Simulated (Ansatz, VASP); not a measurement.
Sb: VASP beside Ansatz

```
Sb
1.0
     2.22121    1.28242    1.81211
    -2.22121    1.28242    1.81211
     0.00000   -2.56484    1.81211
Sb
1
Direct
  0.50000 0.50000 0.50000
```

Alike in both runs: functional PBE; k mesh 18 × 18 × 18; occupations gaussian, width 0.1 eV; no spin polarisation.

Ansatz relaxed the structure, and its values are those at the end. VASP's run is a single point on that final structure, the one shown.

```csv
,VASP,Ansatz
version,VASP 6.6.1,Ansatz 0.2.0
potentials or method,"VASP PAW PBE potentials, release 64 (Sb)","scalar-relativistic, plane waves, PAW"
plane-wave cutoff (eV),520,420
valence electrons in the cell,5,15
```

|  | VASP | Ansatz | Ansatz less VASP |
| --- | --- | --- | --- |
| gap on the k mesh at the Fermi level (eV) | none | none | - |
| pressure (GPa) | -1.6 | -1.5 | +0.04 |

A gap of «none» marks a metal or a gap that the smearing closes. The two sets of potentials don't hold the same shells in valence.

Spin-orbit coupling is left out, which matters for the levels of Sb.
